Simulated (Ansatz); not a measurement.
## Iron (dhcp) across density functionals

All rows: Ansatz, plane waves with scalar-relativistic PAW, 420 eV (500 eV for the SCAN forms), relaxed under each functional, no dispersion correction, no zero-point motion. B₀ comes from uniform scaling at fixed shape; a dash is a value not given.

```json
{"functional": "r²SCAN", "V (Å³/atom)": "12.15", "cell": "a = 2.557 Å, c = 8.588 Å (c/a = 3.359)", "B₀ (GPa)": "171", "magnetic state": "ferromagnetic, net 2.81 μB per atom", "ΔE to bcc (meV/atom)": "133"}
{"functional": "m-r²SCAN", "V (Å³/atom)": "9.93", "cell": "a = 2.423 Å, c = 7.805 Å (c/a = 3.221)", "B₀ (GPa)": "-", "magnetic state": "ferromagnetic, net 0.17 μB per atom", "ΔE to bcc (meV/atom)": "7"}
{"functional": "PBEsol", "V (Å³/atom)": "9.88", "cell": "a = 2.419 Å, c = 7.798 Å (c/a = 3.224)", "B₀ (GPa)": "-", "magnetic state": "ferromagnetic, net 0.22 μB per atom", "ΔE to bcc (meV/atom)": "32"}
{"functional": "LDA", "V (Å³/atom)": "9.60", "cell": "a = 2.397 Å, c = 7.715 Å (c/a = 3.218)", "B₀ (GPa)": "346", "magnetic state": "spin not included", "ΔE to bcc (meV/atom)": "-98"}
{"functional": "revPBE", "V (Å³/atom)": "12.28", "cell": "a = 2.547 Å, c = 8.744 Å (c/a = 3.433)", "B₀ (GPa)": "-", "magnetic state": "ferromagnetic, net 2.59 μB per atom", "ΔE to bcc (meV/atom)": "158"}
{"functional": "RPBE", "V (Å³/atom)": "12.42", "cell": "a = 2.558 Å, c = 8.767 Å (c/a = 3.427)", "B₀ (GPa)": "-", "magnetic state": "ferromagnetic, net 2.62 μB per atom", "ΔE to bcc (meV/atom)": "150"}
```

LDA gives the smallest volume and RPBE the largest.

m-r²SCAN is r²SCAN on the gauge-invariant kinetic-energy density; without spin polarisation the two are equal.
